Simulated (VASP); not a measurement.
# AlNi (Cmmm) in VASP: single point with PBEsol

Aim: the single point of AlNi with PBEsol.

Program: VASP 6.6.1. These are calculated values, not measurements. Logs are shortened: lines on timing, memory, paths and dates and some standing lists are left out, and cuts for length are marked.

### 1 Starting point

Symmetry: Cmmm, No. 65, orthorhombic system. The conventional cell has a = 3.877 Å, b = 3.906 Å, c = 3.099 Å, α = 90.00°, β = 90.00°, γ = 90.00°. Al (site symmetry mmm) is surrounded by 8 Ni at 2.48 to 2.49 Å and 4 Al at 2.75 Å. Around Ni (site symmetry mmm) lie 8 Al at 2.48 to 2.49 Å and 4 Ni at 2.75 Å.

The cell comes from a database or a generator and needn't be the stable form of this composition.

### 2 Single point, PBEsol, collinear spin, typed start

Contents of INCAR:

```
SYSTEM = AlNi
  ALGO = Normal
  EDIFF = 1E-7
  ENCUT = 520
  GGA = PS
  ISIF = 2
  ISMEAR = 0
  ISPIN = 2
  LASPH = .TRUE.
  LCHARG = .TRUE.
  LELF = .TRUE.
  LMAXMIX = 4
  LORBIT = 11
  LREAL = .FALSE.
  LVHAR = .TRUE.
  LWAVE = .FALSE.
  MAGMOM = 0 2
  NBANDS = 18
  NELM = 150
  PREC = Accurate
  SIGMA = 0.1
```

Contents of KPOINTS:

```
k-points
0
G
  6 6 6
  0 0 0
```

Contents of POSCAR:

```
AlNi
1.0
    1.9386940000     -1.9531901500      0.0000000000
    1.9386940000      1.9531901500      0.0000000000
    0.0000000000      0.0000000000      3.0994300413
Al Ni
1 1
Direct
    0.0000000000      0.0000000000      0.0000000000
    0.5000000000      0.5000000000      0.5000000000
```

Potentials or basis: VASP PAW PBE potentials, release 64 (Al, Ni).

Run with:

```
> cat potpaw_PBE.64/Al/POTCAR potpaw_PBE.64/Ni/POTCAR > POTCAR
> mpirun -np 1 vasp_std > vasp.out
```

OUTCAR:

```text
SYSTEM = AlNi
   EDIFF = 1E-7
   ENCUT = 520
   GGA = PS
   ISIF = 2
   ISMEAR = 0
   ISPIN = 2
   LASPH = .TRUE.
   LORBIT = 11
   LREAL = .FALSE.
   NELM = 150
   PREC = Accurate

 ion  position               nearest neighbor table
   1  0.000  0.000  0.000-   2 2.48   2 2.48   2 2.48   2 2.48   2 2.49   2 2.49   2 2.49   2 2.49

   2  0.500  0.500  0.500-   1 2.48   1 2.48   1 2.48   1 2.48   1 2.49   1 2.49   1 2.49   1 2.49

  LATTYP: Found a base centered orthorhombic cell.
 ALAT       =     3.8773880000
 B/A-ratio  =     1.0074772759
 C/A-ratio  =     0.7993603017

  Lattice vectors:

 A1 = (   1.9386940000,  -1.9531901500,   0.0000000000)
 A2 = (   1.9386940000,   1.9531901500,   0.0000000000)
 A3 = (   0.0000000000,   0.0000000000,   3.0994300413)

Analysis of symmetry for initial positions (statically):
=====================================================================
 Subroutine PRICEL returns:
 Original cell was already a primitive cell.

 Routine SETGRP: Setting up the symmetry group for a
 base centered orthorhombic supercell.

 Subroutine GETGRP returns: Found  8 space group operations
 (whereof  8 operations were pure point group operations)
 out of a pool of  8 trial point group operations.

The static configuration has the point symmetry D_2h.

Analysis of symmetry for dynamics (positions and initial velocities):
=====================================================================
 Subroutine PRICEL returns:
 Original cell was already a primitive cell.

 Routine SETGRP: Setting up the symmetry group for a
 base centered orthorhombic supercell.

 Subroutine GETGRP returns: Found  8 space group operations
 (whereof  8 operations were pure point group operations)
 out of a pool of  8 trial point group operations.

The dynamic configuration has the point symmetry D_2h.

Analysis of structural, dynamic, and magnetic symmetry:
=====================================================================
 Subroutine PRICEL returns:
 Original cell was already a primitive cell.

 Routine SETGRP: Setting up the symmetry group for a
 base centered orthorhombic supercell.

 Subroutine GETGRP returns: Found  8 space group operations
 (whereof  8 operations were pure point group operations)
 out of a pool of  8 trial point group operations.

The overall configuration has the point symmetry D_2h.

 Subroutine INISYM returns: Found  8 space group operations
 (whereof  8 operations are pure point group operations),
 and found     1 'primitive' translations

[... 119 lines left out ...]
   GGA     = PS    functional components
   LHFCALC =     F    Hartree Fock is set to
   AEXX    =    0.0000 exact exchange contribution
   IVDW    =     0    specifies the selected vdW correction
   LEPSILON=     F    determine dielectric tensor
   LRPA    =     F    only Hartree local field effects (RPA)
 spin polarized calculation
 Gauss-broadening in eV      SIGMA  =   0.10
  energy-cutoff  :      520.00
  volume of cell :       23.47
 maximum number of plane-waves:       646
   NGX = 11   NGY = 11   NGZ = 11

 number of electron      13.0000021 magnetization      -0.0007648

 number of electron      13.0000021 magnetization       0.0000626

 Free energy of the ion-electron system (eV)
  ---------------------------------------------------
  ext. energy  EPLUGINS =         0.00000000
  ---------------------------------------------------
  free energy    TOTEN  =       -11.55068746 eV

  energy without entropy =      -11.54639590  energy(sigma->0) =      -11.54854168

 E-fermi :  10.3171     XC(G=0): -12.2567

 val. band max:       10.0255221086   @ k =   0.5000   0.3333   0.3333
 cond. band min:      10.3589345692   @ k =   0.3333   0.1667   0.3333
 fundamental gap:      0.3334124606
 Fermi energy:        10.3171287569

 spin component 1

 k-point     1 :       0.0000    0.0000    0.0000
  band No.  band energies     occupation
      1      -1.1368      1.00000
      2       6.7268      1.00000
      3       6.8476      1.00000
      4       8.4917      1.00000
      5       8.5097      1.00000
      6       8.7876      1.00000
[... 493 lines left out ...]
     17      35.7319      0.00000
     18      36.6637      0.00000

 [... further k-points ...]

 spin component 2

 k-point     1 :       0.0000    0.0000    0.0000
  band No.  band energies     occupation
      1      -1.1368      1.00000
      2       6.7269      1.00000
      3       6.8477      1.00000
      4       8.4917      1.00000
      5       8.5097      1.00000
      6       8.7877      1.00000
[... 493 lines left out ...]
     17      35.7319      0.00000
     18      36.6637      0.00000

 [... further k-points ...]

------------------------ aborting loop because EDIFF is reached ----------------------------------------

  FORCE on cell =-STRESS in cart. coord.  units (eV):
  Direction    XX          YY          ZZ          XY          YZ          ZX
  --------------------------------------------------------------------------------------
  -------------------------------------------------------------------------------------
  Total        0.4005747      0.1331836     -0.3588223      0.0000000      0.0000000      0.0000000
  in kB       27.3418884      9.0906644    -24.4920054      0.0000000      0.0000000      0.0000000
  external PRESSURE =       3.9801824 kB  Pullay stress =       0.0000000 kB

 VOLUME and BASIS-vectors are now :
 -----------------------------------------------------------------------------
  energy-cutoff  :      520.00
  volume of cell :       23.47
      direct lattice vectors                 reciprocal lattice vectors
     1.938694000 -1.953190150  0.000000000     0.257905580 -0.255991461  0.000000000
     1.938694000  1.953190150  0.000000000     0.257905580  0.255991461  0.000000000
     0.000000000  0.000000000  3.099430041     0.000000000  0.000000000  0.322639965

 POSITION                                       TOTAL-FORCE (eV/Angst)
 -----------------------------------------------------------------------------------
      0.00000      0.00000      0.00000         0.000000      0.000000      0.000000
      1.93869      0.00000      1.54972        -0.000000     -0.000000      0.000000
 -----------------------------------------------------------------------------------
    total drift:                                0.000000      0.000000      0.000000

  FREE ENERGIE OF THE ION-ELECTRON SYSTEM (eV)
  ---------------------------------------------------
  free  energy   TOTEN  =       -11.5506874599 eV

  energy  without entropy=      -11.5463959041  energy(sigma->0) =      -11.54854168

 total charge

# of ion       s       p       d       tot
------------------------------------------
    1        0.387   0.422   0.000   0.809
    2        0.489   0.539   8.480   9.508
--------------------------------------------------
tot          0.876   0.961   8.480  10.317

 magnetization (x)

# of ion       s       p       d       tot
------------------------------------------
    1       -0.000  -0.000   0.000  -0.000
    2       -0.000   0.000   0.000   0.000
--------------------------------------------------
tot         -0.000   0.000   0.000   0.000
```

OSZICAR:

```text
N       E                     dE             d eps       ncg     rms          rms(c)
DAV:   1     0.451009682058E+02    0.45101E+02   -0.49788E+03  3864   0.752E+02
DAV:   2    -0.102876320559E+02   -0.55389E+02   -0.48430E+02  4096   0.163E+02
DAV:   3    -0.129243535523E+02   -0.26367E+01   -0.25884E+01  4480   0.366E+01
DAV:   4    -0.129588858623E+02   -0.34532E-01   -0.34498E-01  4426   0.369E+00
DAV:   5    -0.129596222873E+02   -0.73643E-03   -0.73638E-03  4452   0.591E-01    0.151E+01
DAV:   6    -0.159165171780E+02   -0.29569E+01   -0.50200E+01  4232   0.844E+01    0.186E+01
DAV:   7    -0.115886898077E+02    0.43278E+01   -0.14526E+01  4296   0.484E+01    0.213E+00
DAV:   8    -0.115658353080E+02    0.22854E-01   -0.46025E-01  4984   0.651E+00    0.117E+00
DAV:   9    -0.115514465871E+02    0.14389E-01   -0.38778E-02  4686   0.187E+00    0.619E-01
DAV:  10    -0.115510116566E+02    0.43493E-03   -0.14757E-03  5088   0.340E-01    0.223E-01
DAV:  11    -0.115506692952E+02    0.34236E-03   -0.68894E-04  4520   0.209E-01    0.844E-02
DAV:  12    -0.115506934754E+02   -0.24180E-04   -0.11141E-04  5130   0.952E-02    0.458E-02
DAV:  13    -0.115506878519E+02    0.56235E-05   -0.18085E-05  4906   0.487E-02    0.137E-02
DAV:  14    -0.115506876699E+02    0.18192E-06   -0.11260E-06  5130   0.964E-03    0.446E-03
DAV:  15    -0.115506875212E+02    0.14878E-06   -0.53771E-08  2264   0.196E-03    0.181E-03
DAV:  16    -0.115506874599E+02    0.61248E-07   -0.17142E-08  2134   0.101E-03
   1 F= -.11550687E+02 E0= -.11548542E+02  d E =-.429156E-02  mag=    -0.0000
```

stdout:

```text
POSCAR found type information on POSCAR AlNi
 POSCAR found :  2 types and       2 ions
 scaLAPACK will be used
 -----------------------------------------------------------------------------
|                                                                             |
|                                                                             |
|     You enforced a specific xc type in the INCAR file but a different       |
|     I HOPE YOU KNOW WHAT YOU ARE DOING!                                     |
|                                                                             |
 -----------------------------------------------------------------------------

 LDA part: xc-table for (Slater+PW92), standard interpolation
 POSCAR, INCAR and KPOINTS ok, starting setup
 FFT: planning ... GRIDC
 FFT: planning ... GRID_SOFT
 FFT: planning ... GRID
 WAVECAR not read
 entering main loop
```

Wall time 51 s (1 thread of AMD EPYC 7R43 (Zen 3), shared host); peak memory 0.12 GiB.

What came out:

```yaml
Free_energy: -11.5507 eV
Pressure: 0.4 GPa
Band_gap_on_the_k_mesh: none (metal or under the smearing width)
Net_moment: 0.00 μB per cell
Valence_electrons_inside_the_program's_atomic_spheres: Al 0.81; Ni 9.51
```

Caveat: the k mesh is coarse (spacing up to 0.38 Å⁻¹), so the values aren't converged; the starting moments collapsed, and a magnetic state may lie lower; the PAW data sets were made with another functional, which shifts forces and pressure a little.
